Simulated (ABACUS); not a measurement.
Crystal: InP.

```
CELL_PARAMETERS angstrom
0.00000 2.93050 2.93050
2.93050 0.00000 2.93050
2.93050 2.93050 0.00000
ATOMIC_POSITIONS crystal
In 0.00000 0.00000 0.00000
P 0.75000 0.75000 0.75000
```

Program: ABACUS 3.10.1. Alike in all runs: task single point; no spin polarisation; cell as given; smearing fermi-dirac 0.05 eV.

Problem. Order these runs on this cell by their band gap on the k mesh, lowest first.
A. level TM; potentials or basis SG15 ONCV 1.2 PBE, plane waves; k mesh 5 × 5 × 5; cutoff (eV) 1116; radial cutoff of the potentials (pseudo_rcut) 10 bohr
B. level LDA; potentials or basis GBRV ultrasoft 1.5 LDA, plane waves; k mesh 6 × 6 × 6; cutoff (eV) 544; radial cutoff of the potentials (pseudo_rcut) 10 bohr
C. level PBEsol; potentials or basis PseudoDojo NC SR 0.4.1 PBEsol standard, plane waves; k mesh 8 × 8 × 8; cutoff (eV) 966; radial cutoff of the potentials (pseudo_rcut) 7 bohr
D. level OLYP; potentials or basis PseudoDojo NC SR 0.5 PBE standard, plane waves; k mesh 6 × 6 × 6; cutoff (eV) 966; radial cutoff of the potentials (pseudo_rcut) 10 bohr

Solution. B (0.45 eV), C (0.61 eV), A (0.82 eV), D (1.01 eV).

Caveats: spin-orbit coupling is left out, which moves the levels of the heavy elements; an odd mesh through Γ misses points on the zone boundary, where band edges often lie (some runs).

Not every run made on this cell is shown here.
